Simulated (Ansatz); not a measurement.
# Stack of 2H-MoSSe under blue phosphorene, shifted by two thirds of the diagonal in a perpendicular field

What dipole does a perpendicular field induce in the stack of 2H-MoSSe under blue phosphorene, shifted by two thirds of the diagonal, and does the gap follow? A positive field points along +c.

Calculated with Ansatz 0.2.0; plane-wave DFT, PBE-D3(BJ), Ansatz PAW.

## Step 1: The structure

The cell holds 5 atoms: 1 Se, 1 Mo, 1 S and 2 P. Cell: a = 3.265 Å, b = 3.265 Å, c = 46.433 Å, α = 90.0°, β = 90.0°, γ = 120.0°. Regions: layer 1: 2H-MoSSe, 3 atoms (1 Se, 1 Mo and 1 S); layer 2: blue phosphorene, 2 atoms (2 P). Vacuum lies along c.

## Step 2: Relaxation

The starting cell is a guess, so the in-plane lattice and the atoms are relaxed first, with the slab cut off from its images along the normal.

The input, input.yaml:

```yaml
crystal:
  lattice:
    - [3.265, 0.0, 0.0]
    - [-1.6325, 2.8275729434, 0.0]
    - [0.0, 0.0, 46.4330713784]
  atoms:
    - { symbol: Se, position: [0.3333333333, 0.6666666667, 0.4167288406] }
    - { symbol: Mo, position: [0.0, 0.0, 0.4556757681] }
    - { symbol: S, position: [0.3333333333, 0.6666666667, 0.4898032954] }
    - { symbol: P, position: [0.3333333333, 0.6666666667, 0.5565660554] }
    - { symbol: P, position: [0.0, 0.0, 0.5832711594] }
  periodic: [true, true, false]
kpoints:
  mp_grid: { grid: [12, 12, 1] }
hamiltonian:
  xc: pbe
  dispersion: d3bj
scf:
  occupations: { method: fermi_dirac, width: 0.05 }
  convergence: { dr2_threshold: 1.0e-09 }
relax:
  f_tol: 0.004
  max_steps: 90
  cell: {}
output:
  write_potential: true
  write_density: true
  volumetric_format: npy
```

Started as:

```
$ ansatz run input.yaml --threads 2 --pin off --max-ram 3072MiB --backend cpu --events-out ev --progress --plain --runs-dir out
```

Numbers of over 12 decimals in the logs are rounded to 6 here.

Log:

```text
Warning: relax.cell: scf.convergence.dr2_threshold = 1e-9 eV is looser than the 1.59001814369e-10 eV advised for a relaxation that steers and ends on the stress (1e-10 eV for each atom of the cell: 5, times the square of relax.cell.stress_2d_tol = 0.05 N/m over 17.7 Å (the atoms' height at the walk's start and 5 Å past either face), 2.820e-2 GPa, over a crystal's default 0.05). What an SCF threshold leaves in a stress goes as its square root, and in the free energy as the threshold itself, and one threshold admits the most on a small cell: [figures from the program's tests cut] Set scf.convergence.dr2_threshold to 1.59001814369e-10 eV or tighter. [rest of the remark cut]
Engine: ansatz 0.2.0, x86_64-unknown-linux-gnu
Pseudopotentials: kind: paw
Pseudopotential: Se, paw, valence charge 16, recommended cutoff 420 eV (normal), Se.paw.azcp
Pseudopotential: Mo, paw, valence charge 14, recommended cutoff 420 eV (normal), Mo.paw.azcp
Pseudopotential: S, paw, valence charge 6, recommended cutoff 420 eV (normal), S.paw.azcp
Pseudopotential: P, paw, valence charge 5, recommended cutoff 420 eV (normal), P.paw.azcp
Functional definition: PBE
  parameter kappa = 0.804
  parameter beta = 0.066725
  exchange = pbe_x(kappa = kappa, mu = beta*pi^2/3)
  correlation = pbe_c(beta = beta)
Crystal: 5 atoms, lattice volume = 428.671 Å³
Basis set: ecut = 420 eV, 8531 PW (Γ), exchange–correlation on 48×48×640 points (8 copies of the dense FFT grid, shifted against one another)
Bands: 28, of which v1, the nominal top of the filled ones, is band 23 counted from 1 (22 counted from 0)
Symmetry: 6 space group operations
Space group: P3m1 (ITA 156), of the structure as read, at distance tolerance 7.5e-5 Å
k-points: 19 of 144 (time reversal used)
Non-local potential: Se, projectors of the file, l = 0: 2, l = 1: 2, l = 2: 3, l = 3: 1
Non-local potential: Mo, projectors of the file, l = 0: 3, l = 1: 2, l = 2: 2, l = 3: 1
Non-local potential: S, projectors of the file, l = 0: 2, l = 1: 2, l = 2: 2
Non-local potential: P, projectors of the file, l = 0: 2, l = 1: 2, l = 2: 2
PAW form: soft (Blöchl's): semilocal exchange-correlation on the pseudo side does not see the compensation charge
PAW one-centre angular grid: Se, 590 points (default); XC on 64 Gauss nodes
PAW one-centre angular grid: Mo, 590 points (default); XC on 64 Gauss nodes
PAW one-centre angular grid: S, 110 points (default); XC on 64 Gauss nodes
PAW one-centre angular grid: P, 110 points (default); XC on 64 Gauss nodes
Initial density: superposition of atomic densities (neutral atoms: chi_scale 0, normalization atom), corrected by the library's trained network
Initial wavefunctions: pseudopotential atomic-orbital guess
Functional: x = pbe(κ = 0.804, μ = 0.219515), c = pbe(β = 0.066725)
SCF iter   1: F=—  HF=-12842.145417 eV  |F-HF|=—  |Δ(HF+E_count)|=         —  Δρ=2.87e-3  dr2=2.27e-1  ethr=1.77e-3  ⟨swp⟩=14.9  Hψ=4075  notcnv=0
preconditioner: auto → Resta (q_TF=auto, 1.881 Å⁻¹)  ε∞=2.5  [insulator: Δε(μ)=0.909 eV  Ē_g=7.707 eV  σ=0.050 eV  W_gap=1.00  n_scr=26 (ndim 8)  ℏωp=9.5 eV  f_vac=0.747  D(μ)=0.00/eV (n_scr^D=0)  ε∞_Penn≈2.5  vacuum switching on, ρ_ref=4.3e-3 e/Å³]
SCF iter   2: F=—  HF=-12842.193985 eV  |F-HF|=—  |Δ(HF+E_count)|=   4.86e-2  Δρ=4.33e-3  dr2=8.14e-1  ethr=4.93e-4  ⟨swp⟩=4.4  Hψ=1238  notcnv=0  defer=1  recentre
SCF iter   3: F=—  HF=-12842.134252 eV  |F-HF|=—  |Δ(HF+E_count)|=   5.97e-2  Δρ=1.42e-3  dr2=1.47e-2  ethr=4.93e-4  ⟨swp⟩=3.5  Hψ=1008  notcnv=0  defer=1
SCF iter   4: F=—  HF=-12842.135944 eV  |F-HF|=—  |Δ(HF+E_count)|=   1.69e-3  Δρ=5.26e-4  dr2=2.93e-3  ethr=3.20e-5  ⟨swp⟩=2.7  Hψ=961  notcnv=0  defer=1
SCF iter   5: F=—  HF=-12842.136269 eV  |F-HF|=—  |Δ(HF+E_count)|=   3.25e-4  Δρ=1.64e-4  dr2=2.57e-4  ethr=6.38e-6  ⟨swp⟩=3.3  Hψ=915  notcnv=0  defer=1
SCF iter   6: F=—  HF=-12842.136251 eV  |F-HF|=—  |Δ(HF+E_count)|=   1.83e-5  Δρ=1.06e-4  dr2=8.04e-5  ethr=5.59e-7  ⟨swp⟩=3.1  Hψ=950  notcnv=0  defer=1
SCF iter   7: F=—  HF=-12842.136256 eV  |F-HF|=—  |Δ(HF+E_count)|=   5.46e-6  Δρ=5.17e-5  dr2=3.32e-5  ethr=1.75e-7  ⟨swp⟩=2.7  Hψ=1068  notcnv=0  defer=1
SCF iter   8: F=—  HF=-12842.136256 eV  |F-HF|=—  |Δ(HF+E_count)|=   4.94e-7  Δρ=2.23e-5  dr2=4.39e-6  ethr=7.22e-8  ⟨swp⟩=2.4  Hψ=793  notcnv=0  defer=1
SCF iter   9: F=—  HF=-12842.136213 eV  |F-HF|=—  |Δ(HF+E_count)|=   4.22e-5  Δρ=5.62e-6  dr2=1.86e-7  ethr=9.54e-9  ⟨swp⟩=3.2  Hψ=1136  notcnv=0  defer=1
SCF iter  10: F=—  HF=-12842.136213 eV  |F-HF|=—  |Δ(HF+E_count)|=   1.06e-7  Δρ=2.15e-6  dr2=2.04e-8  ethr=4.04e-10  ⟨swp⟩=3.2  Hψ=1178  notcnv=0  defer=1
SCF iter  11: F=—  HF=-12842.136213 eV  |F-HF|=—  |Δ(HF+E_count)|=   1.33e-8  Δρ=8.37e-7  dr2=1.13e-8  ethr=4.44e-11  ⟨swp⟩=3.1  Hψ=1165  notcnv=0  defer=1
SCF iter  12: F=—  HF=-12842.136213 eV  |F-HF|=—  |Δ(HF+E_count)|=   1.20e-9  Δρ=3.66e-7  dr2=3.48e-9  ethr=2.46e-11  ⟨swp⟩=3.2  Hψ=921  notcnv=0  defer=1
SCF iter  13: F=-12842.136213 eV  HF=-12842.136213 eV  |F-HF|=2.98e-10  |Δ(HF+E_count)|=  3.78e-10  Δρ=1.44e-7  dr2=1.45e-10  ethr=2.17e-12  ⟨swp⟩=9.9  Hψ=4341  notcnv=0
SCF 1 converged in 13 iterations: F = -12842.136213 eV  dr2 = 1.45e-10
  greatest PAW one-centre occupation: 1.000 electrons in one spin orbital (limit 2), on the Se atom at site 0 (counted from 0), in its partial waves of l = 2
relax step   1: F+E_penalty+E_count = -12842.13621327 eV  Δ(F+E_penalty+E_count) = +0.000e0 eV  max|allowed force component| = 1.577e0 eV/Å  Δτ_max = 0.0000 Å  P = -5.103 N/m  Ω = 428.671 Å³  fix = [c, alpha, beta]  reactions: c -0.000 N/m  (13 SCF iters, accepted)
Crystal: 5 atoms, lattice volume = 424.999 Å³
Basis set: ecut = 420 eV, 8471 PW (Γ), exchange–correlation on 48×48×640 points (8 copies of the dense FFT grid, shifted against one another)
Initial density: handed on by an earlier stage of this run
Initial wavefunctions: those handed on with the density
iter 1 solved again at ethr=3.34e-4 eV; its pass at ethr=3.10e-3 eV (dr2=1.53e-1 eV) is discarded
SCF iter   1: F=—  HF=-12842.247527 eV  |F-HF|=—  |Δ(HF+E_count)|=         —  Δρ=5.94e-3  dr2=1.63e-1  ethr=3.34e-4  ⟨swp⟩=2.2  Hψ=4460  notcnv=0
preconditioner: auto → Resta (q_TF=auto, 1.883 Å⁻¹)  ε∞=2.4  [insulator: Δε(μ)=0.747 eV  Ē_g=8.065 eV  σ=0.050 eV  W_gap=1.00  n_scr=26 (ndim 8)  ℏωp=9.5 eV  f_vac=0.747  D(μ)=0.00/eV (n_scr^D=0)  ε∞_Penn≈2.4  vacuum switching on, ρ_ref=4.7e-3 e/Å³]
SCF iter   2: F=—  HF=-12842.235534 eV  |F-HF|=—  |Δ(HF+E_count)|=   1.20e-2  Δρ=3.63e-3  dr2=1.10e-1  ethr=3.34e-4  ⟨swp⟩=3.3  Hψ=929  notcnv=0  defer=2
[...]
SCF iter  11: F=—  HF=-12842.367600 eV  |F-HF|=—  |Δ(HF+E_count)|=   3.13e-8  Δρ=5.73e-7  dr2=2.63e-9  ethr=1.01e-10  ⟨swp⟩=3.6  Hψ=1190  notcnv=0
SCF iter  12: F=—  HF=-12842.367600 eV  |F-HF|=—  |Δ(HF+E_count)|=   3.41e-9  Δρ=7.60e-7  dr2=9.36e-9  ethr=2.17e-12  ⟨swp⟩=12.6  Hψ=4385  notcnv=0
SCF iter  13: F=-12842.367600 eV  HF=-12842.367600 eV  |F-HF|=1.60e-10  |Δ(HF+E_count)|=  5.06e-10  Δρ=1.45e-7  dr2=3.20e-10  ethr=2.17e-12  ⟨swp⟩=8.9  Hψ=3841  notcnv=0
SCF 3 converged in 13 iterations: F = -12842.367600 eV  dr2 = 3.20e-10
relax step   3: F+E_penalty+E_count = -12842.36759958 eV  Δ(F+E_penalty+E_count) = -1.456e-1 eV  max|allowed force component| = 2.441e-1 eV/Å  Δτ_max = 0.1924 Å  P = -1.568 N/m  Ω = 422.929 Å³  energy of the carried Pulay correction = +1.585e-4 eV  fix = [c, alpha, beta]  reactions: c -0.000 N/m  (13 SCF iters, accepted)
[...]
relax step   4: F+E_penalty+E_count = -12842.37414769 eV  Δ(F+E_penalty+E_count) = -6.548e-3 eV  max|allowed force component| = 9.252e-2 eV/Å  Δτ_max = 0.1463 Å  P = -0.354 N/m  Ω = 420.200 Å³  energy of the carried Pulay correction = +2.346e-4 eV  fix = [c, alpha, beta]  reactions: c -0.000 N/m  (13 SCF iters, accepted)
[...]
relax step   5: F+E_penalty+E_count = -12842.37239660 eV  Δ(F+E_penalty+E_count) = +1.751e-3 eV  max|allowed force component| = 3.717e-1 eV/Å  Δτ_max = 0.0541 Å  P = +0.196 N/m  Ω = 419.306 Å³  energy of the carried Pulay correction = +2.596e-4 eV  fix = [c, alpha, beta]  (11 SCF iters, rejected (line search))
[...]
relax step   6: F+E_penalty+E_count = -12842.37585977 eV  Δ(F+E_penalty+E_count) = -1.712e-3 eV  max|allowed force component| = 2.334e-2 eV/Å  Δτ_max = 0.0262 Å  P = -0.049 N/m  Ω = 419.096 Å³  energy of the carried Pulay correction = +2.656e-4 eV  fix = [c, alpha, beta]  reactions: c -0.000 N/m  (10 SCF iters, accepted)
[...]
relax step   7: F+E_penalty+E_count = -12842.37667436 eV  Δ(F+E_penalty+E_count) = -8.146e-4 eV  max|allowed force component| = 1.376e-2 eV/Å  Δτ_max = 0.0433 Å  P = +0.048 N/m  Ω = 418.793 Å³  energy of the carried Pulay correction = +2.740e-4 eV  fix = [c, alpha, beta]  reactions: c +0.000 N/m  (11 SCF iters, accepted)
[...]
relax step   8: F+E_penalty+E_count = -12842.37668916 eV  Δ(F+E_penalty+E_count) = -1.480e-5 eV  max|allowed force component| = 6.634e-4 eV/Å  Δτ_max = 0.0023 Å  P = -0.002 N/m  Ω = 418.994 Å³  energy of the carried Pulay correction = +2.684e-4 eV  fix = [c, alpha, beta]  reactions: c -0.000 N/m  (8 SCF iters, accepted)
Initial wavefunctions: pseudopotential atomic-orbital guess (no wavefunctions were taken with the density)
iter 1 solved again at ethr=2.34e-7 eV; its pass at ethr=3.10e-3 eV (dr2=1.08e-4 eV) is discarded
SCF iter   1: F=—  HF=-12842.376433 eV  |F-HF|=—  |Δ(HF+E_count)|=         —  Δρ=1.26e-5  dr2=9.57e-8  ethr=2.34e-7  ⟨swp⟩=6.2  Hψ=6718  notcnv=0
SCF iter   2: F=—  HF=-12842.376428 eV  |F-HF|=—  |Δ(HF+E_count)|=   5.02e-6  Δρ=6.35e-6  dr2=2.35e-8  ethr=2.08e-10  ⟨swp⟩=4.6  Hψ=1693  notcnv=0
SCF iter   3: F=—  HF=-12842.376428 eV  |F-HF|=—  |Δ(HF+E_count)|=   4.59e-8  Δρ=1.44e-6  dr2=1.37e-8  ethr=5.12e-11  ⟨swp⟩=2.8  Hψ=1060  notcnv=0
SCF iter   4: F=—  HF=-12842.376428 eV  |F-HF|=—  |Δ(HF+E_count)|=   1.96e-9  Δρ=8.16e-7  dr2=1.28e-8  ethr=2.98e-11  ⟨swp⟩=2.9  Hψ=904  notcnv=0
SCF iter   5: F=—  HF=-12842.376428 eV  |F-HF|=—  |Δ(HF+E_count)|=  6.02e-10  Δρ=4.43e-7  dr2=2.65e-9  ethr=2.79e-11  ⟨swp⟩=1.5  Hψ=572  notcnv=0
SCF iter   6: F=-12842.376428 eV  HF=-12842.376428 eV  |F-HF|=1.60e-10  |Δ(HF+E_count)|=  3.82e-11  Δρ=1.49e-7  dr2=1.22e-10  ethr=2.17e-12  ⟨swp⟩=12.5  Hψ=4544  notcnv=0
SCF 9 converged in 6 iterations: F = -12842.376428 eV  dr2 = 1.22e-10
relax step   9: F+E_penalty+E_count = -12842.37642794 eV  Δ(F+E_penalty+E_count) = +2.612e-4 eV  max|allowed force component| = 6.080e-4 eV/Å  Δτ_max = 0.0000 Å  P = -0.004 N/m  Ω = 418.994 Å³  fix = [c, alpha, beta]  reactions: c -0.000 N/m  stress off target by 3.81e-3 N/m on what of the cell is left free  SCF on the basis re-selected at this cell (its energy is not comparable with the rows above)  (6 SCF iters)
basis re-selected at this cell: Δ(F+E_penalty+E_count) = +2.612e-4 eV, ΔP = -0.002 N/m vs the last step (what re-selecting the basis moved, of the pressure what is left beyond the Pulay correction that the steps carried, after the strain that the cell walked since its last selection, with what the two solves' SCF thresholds leave and, on support functions, any second-order correction that the steps lacked; it is no m [...]
WARN: The output density's exchange-correlation potential varies sharply where the density is thin. Do not read a vacuum level from v_tot or v_xc, or from such a field of the output density. On a cell that repeats whose density bears no net charge and no dipole along the vacuum's axis use v_es (v_loc + v_h of the components); under efield.dipole_correction with no amplitude use v_es + v_field, which holds any externa [...]
SCF converged after 6 iterations
Free energy (F): -12842.376428 eV
Harris-Foulkes:  -12842.376428 eV  (|F-HF|=1.60e-10)
Internal energy: -12842.376428 eV  (E = F + TS)
E sigma→0 (E₀):  -12842.376428 eV
Entropy (-TS):   -0.000000 eV (-0.000 meV/atom)
Fermi energy:    -4.676551 eV
--- Per-component energies (eV) ---
  E_band       = -1206.096602
  E_kinetic    = 807.584090
  E_local      = -184079.058540  (includes V_loc(G=0)·N_el)
  E_nonlocal   = -356.324420
  E_hartree    = 91451.509203
  E_xc         = -507.978345
  E_vxc        = -536.391527  (∫ρ·V_xc dr)
  E_paw        = -6851.497863  (= ΣΔE_a)
  E_vpaw       = 55.075116  (= ΣTr[D̂ρ^β])
  E_aug_tail   = -0.000554  (compensation charges beyond the density's cutoff)
  E_ewald      = 86695.002287
  E_disp       = -1.612286  (pairwise vdW)
  E_smearing   = -0.000000  (= −TS)
  E_closure    = 0.000000  (closes the sum)
  Σ components = -12842.376428   (vs F -12842.376428, Δ=0.00e0)
--- Forces (eV/Å), atoms counted from 1 ---
  atom   1  Se     0.00000000    -0.00000000     0.00019747
  atom   2  Mo    -0.00000000     0.00000000     0.00049667
  atom   3  S      0.00000000    -0.00000000    -0.00060835
  atom   4  P      0.00000000     0.00000000    -0.00031177
  atom   5  P      0.00000000    -0.00000000     0.00022435
  max |Σ_I F_I| component: 1.62e-6 eV/Å
--- 2D stress c σ (N/m, compression-positive) ---
       -0.003812      -0.000000      -0.000000
       -0.000000      -0.003812      -0.000000
       -0.000000      -0.000000      -0.000000
  P = ½ c Tr σ = -0.0038 N/m
--- Band table (eV; the first three rows and the last of 19) ---
  k-point 0: bands = [... 19 lower, -6.4524, -5.7779, -5.7779, -5.3897, -2.7265, -2.7265, -2.3859, -2.3859, ... 1 higher]
  k-point 1: bands = [... 19 lower, -6.6947, -6.3820, -6.0443, -5.4215, -2.9047, -2.7710, -2.6415, -2.4463, ... 1 higher]
  k-point 2: bands = [... 19 lower, -6.7791, -6.6131, -6.2758, -5.5958, -3.4261, -2.9740, -2.8874, -2.7308, ... 1 higher]
  k-point 18: bands = [... 19 lower, -7.9172, -7.6032, -7.4052, -5.5873, -3.9530, -3.8145, -2.7450, -2.2283, ... 1 higher]
  the weakly bound empty levels are not read free of the cell's end (no_gap_told)
--- Relaxed structure (8 steps of the walk, 7 accepted, 1 SCFs on fresh bases) ---
  F+E_penalty+E_count = -12842.37642794 eV   max|allowed force component| = 6.080e-4 eV/Å   (the final SCF, on the basis selected at the relaxed cell)
  cell:  # Å, volume = 418.9938 Å³
    - [3.227935, 0, 0]
    - [-1.613967, 2.795474, 0]
    - [0, 0, 46.4330713784]
  atoms:
    - { symbol: Se, position: [0.333333, 0.666667, 0.414515] }
    - { symbol: Mo, position: [-8.074586179099714e-18, -3.3306690740693413e-17, 0.451247] }
    - { symbol: S, position: [0.333333, 0.666667, 0.484165] }
    - { symbol: P, position: [0.333333, 0.666667, 0.562587] }
    - { symbol: P, position: [1.141297304278949e-17, -3.3306690740693395e-17, 0.589531] }
```

It took 5.8 min on 2 threads of Intel Xeon at 2.50GHz (Skylake/Cascade Lake), shared host; peak memory 0.74 GiB.

Step by step:

```csv
step,energy less that of the first step (eV),largest force component (eV/Å),volume (Å³)
1,0.0000,1.5774,428.67
2,-0.0858,2.1088,425.00
3,-0.2314,0.2441,422.93
4,-0.2379,0.0925,420.20
5,-0.2362,0.3717,419.31
6,-0.2396,0.0233,419.10
7,-0.2405,0.0138,418.79
8,-0.2405,0.0007,418.99
9*,-0.2402,0.0006,418.99
```

Relaxation steps marked * repeat the geometry before them on a plane-wave basis chosen anew for their cell, so energy and pressure can jump there. Relaxation step 5 was tried and not accepted.

The run keeps the 6 symmetry operations that it works with, so distortions that break them were not tested.

```csv
cell as run,before,after,change
a (Å),3.265,3.228,-1.1 %
b (Å),3.265,3.228,-1.1 %
```

The atoms that moved most (Å, along periodic axes as changes of fractional coordinates times the final cell, across vacuum about the mean position):

```csv
atom,dx,dy,dz,length
P5,0.000,0.000,0.291,0.291
P4,0.000,0.000,0.280,0.280
S3,0.000,0.000,-0.262,0.262
Mo2,0.000,0.000,-0.206,0.206
Se1,0.000,0.000,-0.103,0.103
```

Final coordinates:

```xyz
5
Lattice="3.2279 0.0000 0.0000 -1.6140 2.7955 0.0000 0.0000 0.0000 46.4331" Properties=species:S:1:pos:R:3
Se    0.0000    1.8636   19.2472
Mo    0.0000    0.0000   20.9528
S     0.0000    1.8636   22.4813
P     0.0000    1.8636   26.1226
P     0.0000    0.0000   27.3737
```

The lattice constant a goes from 3.265 to 3.228 Å.

[end of part 1 of 2]

[Logs are printed without paths, hosts, clocks, repeated set-up lines and the standing remarks that a program may print on its own settings, such as how far it seeks lower states.]

[Hosts, paths, dates, database ids (printed as entryN), source tags and the programs' standing remarks are cut or masked in the printed files.]

[Maps of the electrostatic potential energy from Ansatz leave out the sawtooth potential of an applied field or a dipole correction, so their vacuum need not be flat; planar profiles and work functions include it.]
